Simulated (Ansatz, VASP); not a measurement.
# BeSe in VASP and in Ansatz

```
Be Se
1.0
     0.00000    5.07000    5.07000
     5.07000    0.00000    5.07000
     5.07000    5.07000    0.00000
Be Se
8 8
Cartesian
  0.0000 0.0000 0.0000
  2.5350 2.5350 0.0000
  2.5350 0.0000 2.5350
  5.0700 2.5350 2.5350
  0.0000 2.5350 2.5350
  2.5350 5.0700 2.5350
  2.5350 2.5350 5.0700
  5.0700 5.0700 5.0700
  1.2675 1.2675 1.2675
  3.8025 3.8025 1.2675
  3.8025 1.2675 3.8025
  6.3375 3.8025 3.8025
  1.2675 3.8025 3.8025
  3.8025 6.3375 3.8025
  3.8025 3.8025 6.3375
  6.3375 6.3375 6.3375
```

Alike in both runs: task electric field gradients; functional PBE; k mesh 3 × 3 × 3; no spin polarisation.

|  | VASP | Ansatz |
| --- | --- | --- |
| version | VASP 6.6.1 | Ansatz 0.2.0 |
| potentials or method | VASP PAW PBE potentials, release 64 (Be, Se) | plane-wave PAW, scalar-relativistic |
| plane-wave cutoff (eV) | 520 | 420 |
| occupations | gaussian, width 0.01 eV | fixed |
| valence electrons in the cell | 64 | 144 |

```csv
,VASP,Ansatz,Ansatz less VASP
gap on the k mesh at the Fermi level (eV),2.52,2.53,+0.013
Vzz of the field gradient on the site that differs most (V/Å²),0.0,0.0,0.00
```

The two sets of potentials don't hold the same shells in valence.
